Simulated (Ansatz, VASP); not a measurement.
## Two plane-wave programs on ZnSe

```
Zn Se
1.0
     0.00000    2.24639    2.24639
     2.24639    0.00000    2.24639
     2.24639    2.24639    0.00000
Zn Se
1 1
Direct
  0.00000 0.00000 0.00000
  0.50000 0.50000 0.50000
```

Change from the starting cell: volume scaled by 0.64, PAW files.

Alike in both runs: task single point; functional LDA; k mesh 13 × 13 × 13; occupations fermi-dirac, width 0.1 eV; no spin polarisation.

|  | VASP | Ansatz |
| --- | --- | --- |
| version | VASP 6.6.1 | Ansatz 0.2.0 |
| potentials or method | VASP PAW LDA potentials, release 64 (Zn, Se) | PAW with Ansatz's default frozen-core files, scalar-relativistic |
| plane-wave cutoff (eV) | 520 | 420 |
| valence electrons in the cell | 18 | 28 |

|  | VASP | Ansatz | Ansatz less VASP |
| --- | --- | --- | --- |
| pressure (GPa) | 114.2 | 111.2 | -3.03 |

The two sets of potentials don't hold the same shells in valence.

Caveats: the cell as given lies far from equilibrium; so large a pressure means that the cell lies far from this level's equilibrium, or that cutoff or potentials fall short (VASP).
